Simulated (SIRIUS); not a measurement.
# ZrB2 (P6/mmm) in SIRIUS: notebook, part 2 of 4

SIRIUS 7.12.0. Earlier steps stand in the parts before.

### 3 Equation of state, PBEsol, 9.84 Å³/atom (volume scaled by 0.96)

The input, sirius.json:

```json
{
  "control": {
    "processing_unit": "cpu",
    "std_evp_solver_name": "lapack",
    "gen_evp_solver_name": "lapack",
    "verbosity": 2,
    "print_forces": false,
    "ortho_rf": true,
    "use_second_variation": true,
    "rmt_max": 3.0,
    "num_bands_to_print": 24,
    "save_wf": true
  },
  "parameters": {
    "electronic_structure_method": "full_potential_lapwlo",
    "xc_functionals": ["XC_GGA_X_PBE_SOL", "XC_GGA_C_PBE_SOL"],
    "core_relativity": "dirac",
    "valence_relativity": "iora",
    "num_fv_states": 24,
    "smearing": "fermi_dirac",
    "smearing_width": 0.0018374661,
    "pw_cutoff": 20,
    "gk_cutoff": 3.92,
    "lmax_apw": 11,
    "lmax_rho": 8,
    "lmax_pot": 8,
    "num_mag_dims": 0,
    "auto_rmt": 0,
    "ngridk": [10, 10, 8],
    "shiftk": [0, 0, 0],
    "num_dft_iter": 80,
    "energy_tol": 1e-07,
    "density_tol": 1e-05,
    "use_symmetry": true
  },
  "settings": {"tol_ne": 1e-10},
  "iterative_solver": {"type": "exact"},
  "mixer": {"type": "anderson", "beta": 0.5, "max_history": 8},
  "unit_cell": {
    "lattice_vectors": [[5.9094701092, 0.0, 0.0], [-2.9547350545, 5.1177512374, 0.0], [0.0, 0.0, 6.586169683]],
    "atom_types": ["B", "Zr"],
    "atom_files": {"B": "B.json", "Zr": "Zr.json"},
    "atoms": {"B": [[0.6666666667, 0.3333333333, 0.5], [0.3333333333, 0.6666666667, 0.5]], "Zr": [[0.0, 0.0, 0.0]]}
  }
}
```

The input, B.json:

```json
{
  "name": "boron",
  "symbol": "B",
  "number": 5,
  "mass": 10.811,
  "rmin": 1e-06,
  "rmt": 1.66,
  "nrmt": 800,
  "rinf": 17.81,
  "core": "1s",
  "valence": [
    {"basis": [{"enu": 0.26, "dme": 0, "n": 0, "auto": 0}, {"enu": 0.26, "dme": 1, "n": 0, "auto": 0}]},
    {"l": 0, "n": 1, "basis": [{"enu": 0.3059, "dme": 0, "n": 0, "auto": 0}]},
    {"l": 1, "n": 2, "basis": [{"enu": 0.36, "dme": 0, "n": 0, "auto": 0}]},
    {"l": 2, "n": 3, "basis": [{"enu": 0.36, "dme": 0, "n": 0, "auto": 0}]},
    {"l": 3, "n": 4, "basis": [{"enu": 0.36, "dme": 0, "n": 0, "auto": 0}]}
  ],
  "lo": [
    {
      "l": 0,
      "basis": [{"enu": 0.3059, "dme": 0, "n": 0, "auto": 0}, {"enu": 0.3059, "dme": 1, "n": 0, "auto": 0}]
    },
    {
      "l": 0,
      "basis": [{"enu": 0.3059, "dme": 1, "n": 0, "auto": 0}, {"enu": 0.3059, "dme": 2, "n": 0, "auto": 0}]
    },
    {
      "l": 0,
      "basis": [{"enu": 0.3059, "dme": 0, "n": 0, "auto": 0}, {"enu": 4.6607, "dme": 0, "n": 0, "auto": 0}]
    },
    {"l": 1, "basis": [{"enu": 0.36, "dme": 0, "n": 0, "auto": 0}, {"enu": 0.36, "dme": 1, "n": 0, "auto": 0}]},
    {"l": 1, "basis": [{"enu": 0.36, "dme": 1, "n": 0, "auto": 0}, {"enu": 0.36, "dme": 2, "n": 0, "auto": 0}]},
    {"l": 1, "basis": [{"enu": 0.36, "dme": 0, "n": 0, "auto": 0}, {"enu": 5.368, "dme": 0, "n": 0, "auto": 0}]},
    {"l": 2, "basis": [{"enu": 0.36, "dme": 0, "n": 0, "auto": 0}, {"enu": 0.36, "dme": 1, "n": 0, "auto": 0}]},
    {"l": 2, "basis": [{"enu": 0.36, "dme": 1, "n": 0, "auto": 0}, {"enu": 0.36, "dme": 2, "n": 0, "auto": 0}]},
    {"l": 2, "basis": [{"enu": 0.36, "dme": 0, "n": 0, "auto": 0}, {"enu": 6.0212, "dme": 0, "n": 0, "auto": 0}]},
    {"l": 3, "basis": [{"enu": 0.36, "dme": 0, "n": 0, "auto": 0}, {"enu": 0.36, "dme": 1, "n": 0, "auto": 0}]}
  ],
  "free_atom": [... radial grid and density of the free atom, the start of the SCF ...]
}
```

The input, Zr.json:

```json
{
  "name": "zirconium",
  "symbol": "Zr",
  "number": 40,
  "mass": 91.224,
  "rmin": 1e-06,
  "rmt": 2.43,
  "nrmt": 800,
  "rinf": 17.42,
  "core": "1s2s2p3s3p",
  "valence": [
    {"basis": [{"enu": 0.26, "dme": 0, "n": 0, "auto": 0}, {"enu": 0.26, "dme": 1, "n": 0, "auto": 0}]},
    {"l": 0, "n": 1, "basis": [{"enu": 0.36, "dme": 0, "n": 0, "auto": 0}]},
    {"l": 1, "n": 2, "basis": [{"enu": 0.36, "dme": 0, "n": 0, "auto": 0}]},
    {"l": 2, "n": 3, "basis": [{"enu": 0.36, "dme": 0, "n": 0, "auto": 0}]},
    {"l": 3, "n": 4, "basis": [{"enu": 0.36, "dme": 0, "n": 0, "auto": 0}]}
  ],
  "lo": [
    {"l": 0, "basis": [{"enu": 0.36, "dme": 0, "n": 0, "auto": 0}, {"enu": 0.36, "dme": 1, "n": 0, "auto": 0}]},
    {
      "l": 0,
      "basis": [{"enu": -1.5012, "dme": 0, "n": 4, "auto": 1}, {"enu": -1.5012, "dme": 1, "n": 4, "auto": 1}]
    },
    {
      "l": 0,
      "basis": [{"enu": -1.5012, "dme": 1, "n": 4, "auto": 1}, {"enu": 0.36, "dme": 0, "n": 0, "auto": 0}]
    },
    {"l": 0, "basis": [{"enu": 0.36, "dme": 0, "n": 0, "auto": 0}, {"enu": 3.0696, "dme": 0, "n": 0, "auto": 0}]},
    {"l": 1, "basis": [{"enu": 0.36, "dme": 0, "n": 0, "auto": 0}, {"enu": 0.36, "dme": 1, "n": 0, "auto": 0}]},
    {
      "l": 1,
      "basis": [{"enu": -0.6959, "dme": 0, "n": 4, "auto": 1}, {"enu": -0.6959, "dme": 1, "n": 4, "auto": 1}]
    },
    {
      "l": 1,
      "basis": [{"enu": -0.6959, "dme": 1, "n": 4, "auto": 1}, {"enu": 0.36, "dme": 0, "n": 0, "auto": 0}]
    },
    {"l": 1, "basis": [{"enu": 0.36, "dme": 0, "n": 0, "auto": 0}, {"enu": 3.4761, "dme": 0, "n": 0, "auto": 0}]},
    {"l": 2, "basis": [{"enu": 0.36, "dme": 0, "n": 0, "auto": 0}, {"enu": 0.36, "dme": 1, "n": 0, "auto": 0}]},
    {"l": 2, "basis": [{"enu": 0.36, "dme": 1, "n": 0, "auto": 0}, {"enu": 0.36, "dme": 2, "n": 0, "auto": 0}]},
    {
      "l": 2,
      "basis": [{"enu": -5.9326, "dme": 0, "n": 3, "auto": 1}, {"enu": -5.9326, "dme": 1, "n": 3, "auto": 1}]
    },
    {"l": 2, "basis": [{"enu": 0.36, "dme": 0, "n": 0, "auto": 0}, {"enu": 3.0019, "dme": 0, "n": 0, "auto": 0}]},
    {"l": 3, "basis": [{"enu": 0.36, "dme": 0, "n": 0, "auto": 0}, {"enu": 0.36, "dme": 1, "n": 0, "auto": 0}]},
    {"l": 3, "basis": [{"enu": 0.36, "dme": 0, "n": 0, "auto": 0}, {"enu": 3.3067, "dme": 0, "n": 0, "auto": 0}]}
  ],
  "free_atom": [... radial grid and density of the free atom, the start of the SCF ...]
}
```

The input, sirius_start.json:

```json
{
  "control": {
    "processing_unit": "cpu",
    "std_evp_solver_name": "lapack",
    "gen_evp_solver_name": "lapack",
    "verbosity": 1,
    "print_forces": false,
    "ortho_rf": true,
    "use_second_variation": true,
    "rmt_max": 3.0,
    "num_bands_to_print": 24,
    "save_wf": false
  },
  "parameters": {
    "electronic_structure_method": "full_potential_lapwlo",
    "xc_functionals": ["XC_LDA_X", "XC_LDA_C_PW"],
    "core_relativity": "dirac",
    "valence_relativity": "iora",
    "num_fv_states": 24,
    "smearing": "fermi_dirac",
    "smearing_width": 0.0055123983,
    "pw_cutoff": 20,
    "gk_cutoff": 3.13,
    "lmax_apw": 11,
    "lmax_rho": 8,
    "lmax_pot": 8,
    "num_mag_dims": 0,
    "auto_rmt": 0,
    "ngridk": [4, 4, 3],
    "shiftk": [0, 0, 0],
    "num_dft_iter": 30,
    "energy_tol": 0.01,
    "density_tol": 0.05,
    "use_symmetry": true
  },
  "settings": {"tol_ne": 1e-10},
  "iterative_solver": {"type": "exact"},
  "mixer": {"type": "anderson", "beta": 0.5, "max_history": 8},
  "unit_cell": {
    "lattice_vectors": [[5.9094701092, 0.0, 0.0], [-2.9547350545, 5.1177512374, 0.0], [0.0, 0.0, 6.586169683]],
    "atom_types": ["B", "Zr"],
    "atom_files": {"B": "B.json", "Zr": "Zr.json"},
    "atoms": {"B": [[0.6666666667, 0.3333333333, 0.5], [0.3333333333, 0.6666666667, 0.5]], "Zr": [[0.0, 0.0, 0.0]]}
  }
}
```

Potentials or basis: all-electron FP-LAPW, apw+lo standard.

The run is started by

```bash
> OMP_NUM_THREADS=1 sirius.scf --input=sirius_start.json --output=start.json
> OMP_NUM_THREADS=1 sirius.scf --input=sirius.json --output=output.json --task=1
```

It took 85 s on 1 thread of Arm Neoverse V1, shared host; peak memory 0.59 GiB.

Results (log left out):

```yaml
Free_energy: -99233.4846 eV
Band_gap_on_the_k_mesh: none (metal or under the smearing width)
All_electrons_inside_the_program's_atomic_spheres: Zr 37.80; B 3.73 (radii B 1.66, Zr 2.43 bohr)
```

### 4 Equation of state, PBEsol, 10.04 Å³/atom (volume scaled by 0.98)

sirius.json, as its differences from that of step 3:

```diff
@@ -39,3 +39,3 @@
   "unit_cell": {
-    "lattice_vectors": [[5.9094701092, 0.0, 0.0], [-2.9547350545, 5.1177512374, 0.0], [0.0, 0.0, 6.586169683]],
+    "lattice_vectors": [[5.9502263634, 0.0, 0.0], [-2.9751131817, 5.1530471889, 0.0], [0.0, 0.0, 6.6315929783]],
     "atom_types": ["B", "Zr"],
```

The input, B.json:

```json
{
  "name": "boron",
  "symbol": "B",
  "number": 5,
  "mass": 10.811,
  "rmin": 1e-06,
  "rmt": 1.66,
  "nrmt": 800,
  "rinf": 17.81,
  "core": "1s",
  "valence": [
    {"basis": [{"enu": 0.25, "dme": 0, "n": 0, "auto": 0}, {"enu": 0.25, "dme": 1, "n": 0, "auto": 0}]},
    {"l": 0, "n": 1, "basis": [{"enu": 0.2959, "dme": 0, "n": 0, "auto": 0}]},
    {"l": 1, "n": 2, "basis": [{"enu": 0.35, "dme": 0, "n": 0, "auto": 0}]},
    {"l": 2, "n": 3, "basis": [{"enu": 0.35, "dme": 0, "n": 0, "auto": 0}]},
    {"l": 3, "n": 4, "basis": [{"enu": 0.35, "dme": 0, "n": 0, "auto": 0}]}
  ],
  "lo": [
    {
      "l": 0,
      "basis": [{"enu": 0.2959, "dme": 0, "n": 0, "auto": 0}, {"enu": 0.2959, "dme": 1, "n": 0, "auto": 0}]
    },
    {
      "l": 0,
      "basis": [{"enu": 0.2959, "dme": 1, "n": 0, "auto": 0}, {"enu": 0.2959, "dme": 2, "n": 0, "auto": 0}]
    },
    {
      "l": 0,
      "basis": [{"enu": 0.2959, "dme": 0, "n": 0, "auto": 0}, {"enu": 4.6507, "dme": 0, "n": 0, "auto": 0}]
    },
    {"l": 1, "basis": [{"enu": 0.35, "dme": 0, "n": 0, "auto": 0}, {"enu": 0.35, "dme": 1, "n": 0, "auto": 0}]},
    {"l": 1, "basis": [{"enu": 0.35, "dme": 1, "n": 0, "auto": 0}, {"enu": 0.35, "dme": 2, "n": 0, "auto": 0}]},
    {"l": 1, "basis": [{"enu": 0.35, "dme": 0, "n": 0, "auto": 0}, {"enu": 5.358, "dme": 0, "n": 0, "auto": 0}]},
    {"l": 2, "basis": [{"enu": 0.35, "dme": 0, "n": 0, "auto": 0}, {"enu": 0.35, "dme": 1, "n": 0, "auto": 0}]},
    {"l": 2, "basis": [{"enu": 0.35, "dme": 1, "n": 0, "auto": 0}, {"enu": 0.35, "dme": 2, "n": 0, "auto": 0}]},
    {"l": 2, "basis": [{"enu": 0.35, "dme": 0, "n": 0, "auto": 0}, {"enu": 6.0112, "dme": 0, "n": 0, "auto": 0}]},
    {"l": 3, "basis": [{"enu": 0.35, "dme": 0, "n": 0, "auto": 0}, {"enu": 0.35, "dme": 1, "n": 0, "auto": 0}]}
  ],
  "free_atom": [... radial grid and density of the free atom, the start of the SCF ...]
}
```

The input, Zr.json:

```json
{
  "name": "zirconium",
  "symbol": "Zr",
  "number": 40,
  "mass": 91.224,
  "rmin": 1e-06,
  "rmt": 2.43,
  "nrmt": 800,
  "rinf": 17.42,
  "core": "1s2s2p3s3p",
  "valence": [
    {"basis": [{"enu": 0.25, "dme": 0, "n": 0, "auto": 0}, {"enu": 0.25, "dme": 1, "n": 0, "auto": 0}]},
    {"l": 0, "n": 1, "basis": [{"enu": 0.35, "dme": 0, "n": 0, "auto": 0}]},
    {"l": 1, "n": 2, "basis": [{"enu": 0.35, "dme": 0, "n": 0, "auto": 0}]},
    {"l": 2, "n": 3, "basis": [{"enu": 0.35, "dme": 0, "n": 0, "auto": 0}]},
    {"l": 3, "n": 4, "basis": [{"enu": 0.35, "dme": 0, "n": 0, "auto": 0}]}
  ],
  "lo": [
    {"l": 0, "basis": [{"enu": 0.35, "dme": 0, "n": 0, "auto": 0}, {"enu": 0.35, "dme": 1, "n": 0, "auto": 0}]},
    {
      "l": 0,
      "basis": [{"enu": -1.5112, "dme": 0, "n": 4, "auto": 1}, {"enu": -1.5112, "dme": 1, "n": 4, "auto": 1}]
    },
    {
      "l": 0,
      "basis": [{"enu": -1.5112, "dme": 1, "n": 4, "auto": 1}, {"enu": 0.35, "dme": 0, "n": 0, "auto": 0}]
    },
    {"l": 0, "basis": [{"enu": 0.35, "dme": 0, "n": 0, "auto": 0}, {"enu": 3.0596, "dme": 0, "n": 0, "auto": 0}]},
    {"l": 1, "basis": [{"enu": 0.35, "dme": 0, "n": 0, "auto": 0}, {"enu": 0.35, "dme": 1, "n": 0, "auto": 0}]},
    {
      "l": 1,
      "basis": [{"enu": -0.7059, "dme": 0, "n": 4, "auto": 1}, {"enu": -0.7059, "dme": 1, "n": 4, "auto": 1}]
    },
    {
      "l": 1,
      "basis": [{"enu": -0.7059, "dme": 1, "n": 4, "auto": 1}, {"enu": 0.35, "dme": 0, "n": 0, "auto": 0}]
    },
    {"l": 1, "basis": [{"enu": 0.35, "dme": 0, "n": 0, "auto": 0}, {"enu": 3.4661, "dme": 0, "n": 0, "auto": 0}]},
    {"l": 2, "basis": [{"enu": 0.35, "dme": 0, "n": 0, "auto": 0}, {"enu": 0.35, "dme": 1, "n": 0, "auto": 0}]},
    {"l": 2, "basis": [{"enu": 0.35, "dme": 1, "n": 0, "auto": 0}, {"enu": 0.35, "dme": 2, "n": 0, "auto": 0}]},
    {
      "l": 2,
      "basis": [{"enu": -5.9426, "dme": 0, "n": 3, "auto": 1}, {"enu": -5.9426, "dme": 1, "n": 3, "auto": 1}]
    },
    {"l": 2, "basis": [{"enu": 0.35, "dme": 0, "n": 0, "auto": 0}, {"enu": 2.9919, "dme": 0, "n": 0, "auto": 0}]},
    {"l": 3, "basis": [{"enu": 0.35, "dme": 0, "n": 0, "auto": 0}, {"enu": 0.35, "dme": 1, "n": 0, "auto": 0}]},
    {"l": 3, "basis": [{"enu": 0.35, "dme": 0, "n": 0, "auto": 0}, {"enu": 3.2967, "dme": 0, "n": 0, "auto": 0}]}
  ],
  "free_atom": [... radial grid and density of the free atom, the start of the SCF ...]
}
```

sirius_start.json, as its differences from that of step 3:

```diff
@@ -39,3 +39,3 @@
   "unit_cell": {
-    "lattice_vectors": [[5.9094701092, 0.0, 0.0], [-2.9547350545, 5.1177512374, 0.0], [0.0, 0.0, 6.586169683]],
+    "lattice_vectors": [[5.9502263634, 0.0, 0.0], [-2.9751131817, 5.1530471889, 0.0], [0.0, 0.0, 6.6315929783]],
     "atom_types": ["B", "Zr"],
```

The run is started by

```bash
> OMP_NUM_THREADS=1 sirius.scf --input=sirius_start.json --output=start.json
> OMP_NUM_THREADS=1 sirius.scf --input=sirius.json --output=output.json --task=1
```

It took 86 s on 1 thread of Arm Neoverse V1, shared host; peak memory 0.6 GiB.

The run converged. Its results:

* Free energy: -99233.4983 eV
* Band gap on the k mesh: none (metal or under the smearing width)
* All electrons inside the program's atomic spheres: Zr 37.77; B 3.71 (radii B 1.66, Zr 2.43 bohr)

[end of part 2 of 4]
